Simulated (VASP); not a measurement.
Wanted: the native input for a VASP 6.6.1 run.

```
Task                   : single point
Functional             : PBE
Potentials or basis    : VASP PAW PBE potentials, release 64 (Mg, O)
Cutoff                 : 520 eV
k mesh                 : 9 × 9 × 6
Occupations            : fermi-dirac, width 0.05 eV
Spin                   : no spin polarisation
Further INCAR settings : ALGO = Normal; EDIFF = 1e-07; NBANDS = 16
```

The structure of MgO lies in POSCAR:

```
MgO
1.0
    3.3077869865      0.0000000000      0.0000000000
   -1.6538934933      2.8646275606      0.0000000000
    0.0000000000      0.0000000000      4.9828816700
Mg O
2 2
Direct
    0.6635620000      0.3496300000      0.4870640000
    0.3227370000      0.6737780000      0.0089120000
    0.6632130000      0.3311210000      0.9070510000
    0.3041830000      0.6610780000      0.4125900000
```

The cell comes from a database or a generator and needn't be the stable form of this composition.

The cell isn't the ideal one: atoms moved at random, drawn with an rms of 0.05 Å.

The input as run:

INCAR

```
ALGO = Normal
EDIFF = 1E-7
ENCUT = 520
GGA = PE
ISIF = 2
ISMEAR = -1
LASPH = True
LCHARG = False
LREAL = False
LWAVE = False
NBANDS = 16
NELM = 80
PREC = Accurate
SIGMA = 0.05
```

KPOINTS

```
k-points
0
Gamma
  9 9 6
```

Potentials or basis: VASP PAW PBE potentials, release 64 (Mg, O).

Run with:

```sh
$ cat potpaw_PBE.64/Mg/POTCAR potpaw_PBE.64/O/POTCAR > POTCAR
$ mpirun -np 1 vasp_std > vasp.out
```

Results of the run:

| Item | Value |
| --- | --- |
| Pressure | 3.4 GPa |
| Largest force | 1.506 eV/Å |
| Band gap on the k mesh | 3.34 eV, direct |

Caveat: an odd mesh through Γ misses points on the zone boundary, where band edges often lie.

Wall time 2.2 min on 1 thread of Intel(R) Xeon(R) Platinum 8488C (Sapphire Rapids) (shared host), peak memory 0.3 GiB.
